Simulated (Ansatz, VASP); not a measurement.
# Two plane-wave programs on SnO2 (Cassiterite)

INCAR

```
SYSTEM = SnO2
PREC     = Accurate       ! precision mode
ENCUT    = 520            ! plane-wave cutoff, eV
EDIFF    = 1E-6           ! SCF threshold, eV
ISMEAR   = 0              ! smearing method
SIGMA    = 0.01           ! smearing width, eV
LREAL    = .FALSE.        ! projectors in reciprocal space
LASPH    = .TRUE.         ! aspherical terms in the spheres
NELM     = 100            ! most SCF steps
ALGO     = Normal         ! electronic algorithm
ISIF     = 2              ! what is computed and relaxed
LWAVE    = .FALSE.        ! write WAVECAR
LCHARG   = .TRUE.         ! write CHGCAR
GGA      = CA             ! functional
LELF     = .TRUE.         ! ELF
LVHAR    = .TRUE.       
NBANDS   = 35             ! bands
```

Contents of KPOINTS:

```
regular mesh
0
G
  4 4 5
  0 0 0
```

File POSCAR:

```
SnO2
1.0
    4.7380000000      0.0000000000      0.0000000000
    0.0000000000      4.7380000000      0.0000000000
    0.0000000000      0.0000000000      3.1865000000
Sn O
2 4
Direct
    0.0000000000      0.0000000000      0.0000000000
    0.5000000000      0.5000000000      0.5000000000
    0.3071000000      0.3071000000      0.0000000000
    0.1929000000      0.8071000000      0.5000000000
    0.6929000000      0.6929000000      0.0000000000
    0.8071000000      0.1929000000      0.5000000000
```

Input for Ansatz:

```yaml
crystal:
  lattice:
    - [4.738, 0.0, 0.0]
    - [0.0, 4.738, 0.0]
    - [0.0, 0.0, 3.1865]
  atoms:
    - { symbol: Sn, position: [0.0, 0.0, 0.0] }
    - { symbol: Sn, position: [0.5, 0.5, 0.5] }
    - { symbol: O, position: [0.3071, 0.3071, 0.0] }
    - { symbol: O, position: [0.1929, 0.8071, 0.5] }
    - { symbol: O, position: [0.6929, 0.6929, 0.0] }
    - { symbol: O, position: [0.8071, 0.1929, 0.5] }
kpoints:
  mp_grid:
    grid: [4, 4, 5]
hamiltonian:
  xc: lda
scf:
  occupations:
    method: fixed
basis:
  ecutwfc: "38 Ry"
output:
  forces: true
  stress: true
```

Alike in both runs: task single point; functional LDA; k mesh 4 × 4 × 5; no spin polarisation.

|  | VASP | Ansatz |
| --- | --- | --- |
| version | VASP 6.6.1 | Ansatz 0.2.0 |
| potentials or method | VASP PAW LDA potentials, release 64 (Sn_d, O) | plane waves, PAW |
| plane-wave cutoff (eV) | 520 | 517 |
| occupations | gaussian, width 0.01 eV | fixed |
| valence electrons in the cell | 52 | 52 |

Ansatz gave:

```
pressure (GPa)                                  : -0.7
largest component of the traceless stress (GPa) : 0.70
rms of the force components (eV/Å)              : 0.072
```

Problem. Which values does VASP return?

Solution. Pressure (GPa): 0.3; largest component of the traceless stress (GPa): 1.05; rms of the force components (eV/Å): 0.085.

Atom by atom the forces differ by 0.013 eV/Å (rms over components).

Caveats: spin-orbit coupling is left out, which moves the levels of the heavy elements. A hybrid or GW would open this gap; LDA tends to underestimate it.
